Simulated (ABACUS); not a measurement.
# InP (F-43m) in ABACUS: notebook

The runs below take InP through relaxation of cell and atoms, single point, with SCAN, PBE.

Everything below comes from runs of ABACUS 3.10.1. Logs are shortened: lines on timing, memory, paths and dates and some standing lists are left out, and cuts for length are marked.

**Experimental background.**

From a printed reference work, data compilation, for a bulk crystal of InP at 1.6 K: band gap 1.4236 eV (direct).

The runs below are set against these values where they give the same quantity.

**1. The structure**

The structure is cubic, space group F-43m (No. 216). Conventional cell: a = 5.861 Å, b = 5.861 Å, c = 5.861 Å, α = 90.00°, β = 90.00°, γ = 90.00°. In (site symmetry -43m) has 4 P at 2.54 Å as nearest neighbours. P (site symmetry -43m) is surrounded by 4 In at 2.54 Å.

**2. Relaxation of cell and atoms, SCAN**

INPUT reads:

```
INPUT_PARAMETERS
suffix              InP
calculation         cell-relax
basis_type          pw
pseudo_dir          ./
symmetry            1
dft_functional      scan
ecutwfc             82
pseudo_rcut         10
nspin               1
nbands              13
ks_solver           dav
smearing_method     fd
smearing_sigma      0.00367493
scf_thr             1e-08
scf_nmax            100
mixing_type         broyden
mixing_beta         0.7
cal_force           1
cal_stress          1
mixing_tau          1
relax_nmax          60
force_thr_ev        0.01
relax_method        cg
out_stru            1
stress_thr          0.5
kpar                4
```

STRU reads:

```
ATOMIC_SPECIES
In 114.8180 In_ONCV_PBE-1.2.upf
P 30.9738 P_ONCV_PBE-1.2.upf

LATTICE_CONSTANT
1.8897261246

LATTICE_VECTORS
0.0000000000 2.9305000000 2.9305000000
2.9305000000 0.0000000000 2.9305000000
2.9305000000 2.9305000000 0.0000000000

ATOMIC_POSITIONS
Direct

In
0.0
1
0.0000000000 0.0000000000 0.0000000000 1 1 1

P
0.0
1
0.7500000000 0.7500000000 0.7500000000 1 1 1
```

KPT reads:

```
K_POINTS
0
Gamma
5 5 5 0 0 0
```

Potentials or basis: SG15 ONCV 1.2 PBE, plane waves.

Started as:

```bash
$ OMP_NUM_THREADS=1 mpirun -np 4 abacus > log
```

running log:

```text
ABACUS v3.10.1

               Atomic-orbital Based Ab-initio Computation at UStc

 ------------------------------------------------------------------------------------

 READING GENERAL INFORMATION
                           global_out_dir = OUT.InP/
                           global_in_card = INPUT
                               pseudo_dir = ./
                              orbital_dir =
                                    DSIZE = 4
                                    GSIZE = 1

 READING UNITCELL INFORMATION
                                    ntype = 2
                  lattice constant (Bohr) = 1.88973
              lattice constant (Angstrom) = 1

 READING ATOM TYPE 1
                               atom label = In
                      L=0, number of zeta = 1
                      L=1, number of zeta = 1
                      L=2, number of zeta = 1
             number of atom for this type = 1

 READING ATOM TYPE 2
                               atom label = P
                      L=0, number of zeta = 1
                      L=1, number of zeta = 1
                      L=2, number of zeta = 1
             number of atom for this type = 1

                        TOTAL ATOM NUMBER = 2
DIRECT COORDINATES
    atom                   x                   y                   z     mag                  vx                  vy                  vz
taud_In1            0.0000000000        0.0000000000        0.0000000000  0.0000        0.0000000000        0.0000000000        0.0000000000
taud_P1            0.7500000000        0.7500000000        0.7500000000  0.0000        0.0000000000        0.0000000000        0.0000000000

                          Volume (Bohr^3) = 339.666
                             Volume (A^3) = 50.3332

 Lattice vectors: (Cartesian coordinate: in unit of a_0)
                   +0             +2.9305             +2.9305
              +2.9305                  +0             +2.9305
              +2.9305             +2.9305                  +0
 Reciprocal vectors: (Cartesian coordinate: in unit of 2 pi/a_0)
            -0.170619           +0.170619           +0.170619
            +0.170619           -0.170619           +0.170619
            +0.170619           +0.170619           -0.170619
 The esolver type has been set to : ksdft_pw

                PAO radial cut off (Bohr) = 10

 Read in pseudopotential file is In_ONCV_PBE-1.2.upf
                     pseudopotential type = NC
          exchange-correlation functional = PBE
                 nonlocal core correction = 0
                        valence electrons = 13
                                     lmax = 2
                           number of zeta = 0
                     number of projectors = 6
                           L of projector = 0
                           L of projector = 0
                           L of projector = 1
                           L of projector = 1
                           L of projector = 2
                           L of projector = 2
 XC functional updated to : scan
          exchange-correlation functional = SCAN
                PAO radial cut off (Bohr) = 10

 Read in pseudopotential file is P_ONCV_PBE-1.2.upf
                     pseudopotential type = NC
          exchange-correlation functional = PBE
                 nonlocal core correction = 0
                        valence electrons = 5
                                     lmax = 1
                           number of zeta = 0
                     number of projectors = 4
                           L of projector = 0
                           L of projector = 0
                           L of projector = 1
                           L of projector = 1
 XC functional updated to : scan
          exchange-correlation functional = SCAN
     initial pseudo atomic orbital number = 0

 SETUP THE ELECTRONS NUMBER
            electron number of element In = 13
      total electron number of element In = 13
             electron number of element P = 5
       total electron number of element P = 5
            AUTOSET number of electrons:  = 18
                           occupied bands = 9
                                   NBANDS = 13
                                   NLOCAL = 18

%%%%%%%%%%%%%%%%%%%%%%%%%%%%%%%%%%%%%%%%%%%%%%%%%%%%%%%%%%%%%%%%%%%%%%%%%%%%%%%%%%%%%%%%%%%%%%%%%%%%%%%%%%
 Warning: the number of valence electrons in pseudopotential > 3 for In: [Kr] 4d10 5s2 5p1
 Pseudopotentials with additional electrons can yield (more) accurate outcomes, but may be less efficient.
 If you're confident that your chosen pseudopotential is appropriate, you can safely ignore this warning.
%%%%%%%%%%%%%%%%%%%%%%%%%%%%%%%%%%%%%%%%%%%%%%%%%%%%%%%%%%%%%%%%%%%%%%%%%%%%%%%%%%%%%%%%%%%%%%%%%%%%%%%%%%

 SETUP THE PLANE WAVE BASIS
 energy cutoff for charge/potential (unit:Ry) = 328
            fft grid for charge/potential = [ 45, 45, 45 ]
                        fft grid division = [ 1, 1, 1 ]
        big fft grid for charge/potential = [ 45, 45, 45 ]
[... 75 lines left out ...]
                     BRAVAIS LATTICE NAME = 02. Cubic I (body-centered)
                                    ibrav = 2
                       right hand lattice = 1
(for k-lattice: )
                             BRAVAIS TYPE = 2
                     BRAVAIS LATTICE NAME = 02. Cubic I (body-centered)
                                    ibrav = 2
                       right hand lattice = 1
                        ROTATION MATRICES = 48
                               nkstot_ibz = 10
K-POINTS REDUCTION ACCORDING TO SYMMETRY
     IBZ    DIRECT_X    DIRECT_Y    DIRECT_Z  WEIGHT  ibz2bz
       1  0.00000000  0.00000000  0.00000000  0.0080       0
       2  0.20000000  0.20000000  0.20000000  0.0640       1
       3  0.40000000  0.40000000  0.40000000  0.0640       2
       4  0.20000000  0.20000000  0.00000000  0.0480       6
       5  0.40000000  0.40000000  0.20000000  0.1920       7
       6 -0.40000000  0.40000000  0.40000000  0.1920       8
       7  0.40000000  0.20000000  0.20000000  0.0960       9
       8  0.40000000  0.40000000  0.00000000  0.0480      12
       9 -0.20000000  0.40000000  0.40000000  0.0960      13
      10 -0.40000000  0.40000000  0.20000000  0.1920      38

                               nkstot now = 10
[... K-POINTS DIRECT COORDINATES: 10 rows ...]

           k-point number in this process = 3
       minimum distributed K point number = 2
[... stars of the k points ...]

[... K-POINTS CARTESIAN COORDINATES: 3 rows ...]

[... K-POINTS DIRECT COORDINATES: 3 rows ...]

 SETUP PLANE WAVES FOR WAVE FUNCTIONS
     energy cutoff for wavefunc (unit:Ry) = 82
              fft grid for wave functions = [ 45, 45, 45 ]
                    number of plane waves = 4909
                         number of sticks = 379

 PARALLEL PW FOR WAVE FUNCTIONS
     PROC   COLUMNS(POT)             PW
        1            379           4909
 --------------- sum -------------------
        1            379           4909

 SETUP NONLOCAL PSEUDOPOTENTIALS IN PLANE WAVE BASIS
 In non-local projectors:
 projector 1 L=0
 projector 2 L=0
 projector 3 L=1
 projector 4 L=1
 projector 5 L=2
 projector 6 L=2
 P non-local projectors:
 projector 1 L=0
 projector 2 L=0
 projector 3 L=1
 projector 4 L=1
      TOTAL NUMBER OF NONLOCAL PROJECTORS = 26

 Init Non-Local PseudoPotential table :
 Init Non-Local-Pseudopotential done.

                                     npwx = 4285

 -------------------------------------------
 STEP OF RELAXATION : 1
 -------------------------------------------
                                 init_chg = atomic

 PW ALGORITHM --------------- ION=   1  ELEC=   1--------------------------------
 Notice: Threshold on eigenvalues was too large.
 hsover_error=0.18 > DRHO=0.13706
 Origin diag ethr = 0.01
 New diag ethr = 0.000761446

 Density error is 0.130114629481
                          Error Threshold = 0.000761445840424
----------------------------------------------------------
     Energy           Rydberg                 eV
----------------------------------------------------------
 E_KohnSham     -117.0201641169      -1592.1410128855
 E_Harris       -117.9944763355      -1605.3972106889
 E_Fermi        0.5460849181         7.4298664774
----------------------------------------------------------
[... 87 lines left out ...]
 Density error is 3.77191841383e-09
                          Error Threshold = 3.34632642286e-10
----------------------------------------------------------
     Energy           Rydberg                 eV
----------------------------------------------------------
 E_KohnSham     -117.1466423946      -1593.8618381348
 E_KS(sigma->0) -117.1466416347      -1593.8618277955
 E_Harris       -117.1469895705      -1593.8665617056
 E_band         -3.2294012341        -43.9382579126
 E_one_elec     -40.7950618250       -555.0452910829
 E_Hartree      30.0530655611        408.8929339983
 E_xc           -16.6842404132       -227.0007364214
 E_Ewald        -89.7204041976       -1220.7087239502
 E_entropy(-TS) -0.0000015198        -0.0000206786
 E_descf        0.0000000000         0.0000000000
 E_exx          0.0000000000         0.0000000000
 E_Fermi        0.5730868139         7.7972461171
----------------------------------------------------------

 charge density convergence is achieved
 final etot is -1593.8618381 eV
 EFERMI = 7.7972461171 eV

 STATE ENERGY(eV) AND OCCUPATIONS    NSPIN == 1
 1/3 kpoint (Cartesian) = 0.0000 0.0000 0.0000 (4279 pws)
       1       -6.50082      0.0160000
       2       -6.50082      0.0160000
       3       -6.50082      0.0160000
       4       -6.30686      0.0160000
       5       -6.30686      0.0160000
       6       -4.78952      0.0160000
       7        7.42104      0.0159914
       8        7.42104      0.0159914
       9        7.42104      0.0159914
      10        8.11843    2.59209e-05
      11        11.6360    7.26220e-36
      12        11.6360    7.26220e-36
      13        11.6360    7.26220e-36
[... 17 lines left out ...]
       1       -6.69396       0.128000
       2       -6.45468       0.128000
       3       -6.45468       0.128000
       4       -6.29410       0.128000
       5       -6.29410       0.128000
       6       -3.17222       0.128000
       7        1.83120       0.128000
       8        6.43360       0.128000
       9        6.43360       0.128000
      10        9.01666    3.27728e-12
      11        12.5098    1.49366e-42
      12        12.5098    1.49366e-42
      13        14.6623    3.00718e-61

------------------------------------------------------------------------------------------
 TOTAL-FORCE (eV/Angstrom)
------------------------------------------------------------------------------------------
                       In1         0.0000000000         0.0000000000         0.0000000000
                        P1         0.0000000000         0.0000000000         0.0000000000
------------------------------------------------------------------------------------------

----------------------------------------------------------------
 TOTAL-STRESS (KBAR)
----------------------------------------------------------------
        -0.3843544821         0.0000000000         0.0000000000
         0.0000000000        -0.3843544821         0.0000000000
         0.0000000000         0.0000000000        -0.3843544821
----------------------------------------------------------------
 TOTAL-PRESSURE: -0.384354 KBAR

 Largest gradient in force is 0.000000 eV/A.
 Threshold is 0.010000 eV/A.

 Largest gradient in stress is 0.384354 kbar.
 Threshold is 0.500000 kbar.

 Relaxation is converged!

 --------------------------------------------
 !FINAL_ETOT_IS -1593.8618381347534978 eV
 --------------------------------------------
```

It took 18 s on 4 MPI ranks of Intel Xeon Platinum 8259CL at 2.50GHz (Skylake/Cascade Lake), shared host; peak memory 0.44 GiB.

Results:

```yaml
Free_energy: -1593.8618 eV
Pressure_after_relaxing: 0.0 GPa
Band_gap_on_the_k_mesh: 0.70 eV, direct
```

Final structure:
```
CELL_PARAMETERS angstrom
0.00000 2.93050 2.93050
2.93050 0.00000 2.93050
2.93050 2.93050 0.00000
ATOMIC_POSITIONS crystal
In 0.00000 0.00000 0.00000
P 0.75000 0.75000 0.75000
```

Levels at points of the mesh, in eV from the valence-band top:
```csv
k point,band 7,band 8,band 9,band 10,band 11,band 12
"(0.00, 0.00, 0.00)",0.00,0.00,0.00,0.70,4.21,4.21
```

Caveat: the relaxation stopped at its first step, so nothing moved; the potentials were made for another functional, which shifts forces and pressure; spin-orbit coupling is left out, which moves the levels of the heavy elements. SCAN opens gaps a little over a GGA but as a rule still falls short of measured ones.

[end of part 1 of 2]
